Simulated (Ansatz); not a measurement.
Crystal: C.

```
CELL_PARAMETERS angstrom
2.52210 0.00000 0.00000
-1.26105 2.18420 0.00000
0.00000 0.00000 12.35570
ATOMIC_POSITIONS crystal
C 0.66667 0.33333 0.35417
C 0.33333 0.66667 0.85417
C 0.66667 0.33333 0.14583
C 0.33333 0.66667 0.64583
C 0.66667 0.33333 0.47917
C 0.33333 0.66667 0.97917
C 0.66667 0.33333 0.02083
C 0.33333 0.66667 0.52083
C 0.00000 0.00000 0.81250
C 0.00000 0.00000 0.31250
C 0.00000 0.00000 0.68750
C 0.00000 0.00000 0.18750
```

This is a hexagonal form of diamond, not graphite.

Base run:

- Program: Ansatz 0.2.0
- Functional: PBE
- Potentials or basis: Ansatz PAW
- Cutoff: 420 eV (not typed: the program's choice for these potentials)
- k mesh: 12 × 12 × 3
- Occupations: fermi-dirac, width 0.05 eV
- Spin: no spin polarisation

Its results: band gap on the k mesh 4.39 eV, indirect (least direct gap 5.31 eV); pressure 2.1 GPa; largest force 0.331 eV/Å.

Q: The run is repeated on the same cell with these changes: functional from PBE to m-r2SCAN; cutoff from 420 eV (not typed: the program's choice for these potentials) to 500 eV (not typed: the program's choice for these potentials). What comes out?

A: Band gap on the k mesh 4.60 eV, indirect (least direct gap 5.57 eV); pressure -2.1 GPa; largest force 0.343 eV/Å.

m-r2SCAN gives the wider gap, since meta-GGAs in the generalised Kohn-Sham scheme recover part of the derivative discontinuity.

Caveats: the PAW data sets come from PBE, with cores solved anew for the run's functional, which leaves a small shift of forces and pressure (some runs).
